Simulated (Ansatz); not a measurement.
CoO:

```
Co O
1.0
     1.42815    2.47363    0.00000
    -4.28445    2.47363    0.00000
     0.00000    0.00000    2.78761
Co O
2 2
Cartesian
  0.0000 0.0000 0.0000
  -1.4281 2.4736 0.0000
  -2.8563 3.2982 1.3938
  -1.4281 0.8245 1.3938
```

Measurements of this composition are mostly on another form, of space group No. 225.

The cell isn't the ideal one: the cell as VASP's run set it.

Base run:

| Property | Result |
| --- | --- |
| Program | Ansatz 0.2.0 |
| Functional | PBE |
| Potentials or basis | all-electron LAPW, scalar-relativistic |
| Cutoff | 323 eV (chosen from the basis error) |
| Basis error allowed | 0.002 eV/atom |
| k mesh | 7 × 4 × 7 |
| Occupations | gaussian, width 0.05 eV |
| Spin | collinear spin, antiferromagnetic start |
| Starting moments | [2.0, -2.0, 0.0, 0.0] μB |

Its results: band gap on the k mesh none (metal or under the smearing width); pressure -7.9 GPa; net moment 0.00 μB per cell; site moments Co +2.38, -2.38; O +0.14, -0.14 μB; largest force 0.034 eV/Å.

Q: The run is repeated on the same cell with these changes: hubbard terms from none to Co d U = 4 eV. What comes out?

A: Band gap on the k mesh 1.40 eV; pressure 3.7 GPa; net moment 0.00 μB per cell; site moments Co +2.64, -2.64; O +0.09, -0.09 μB; largest force 0.215 eV/Å.

The U term pushes filled and empty states of the shell apart.

Caveats: the k mesh is thin for a metal, which can move the energy by tens of meV per atom (some runs); semilocal functionals often make such compounds metallic where correlation or magnetic order opens a gap, which also shifts bond lengths (some runs); the magnetic state may not be the lowest (some runs); U is the effective U less J, on atomic orbitals that reach past the spheres (some runs); an odd mesh through Γ misses points on the zone boundary, where band edges often lie (some runs).
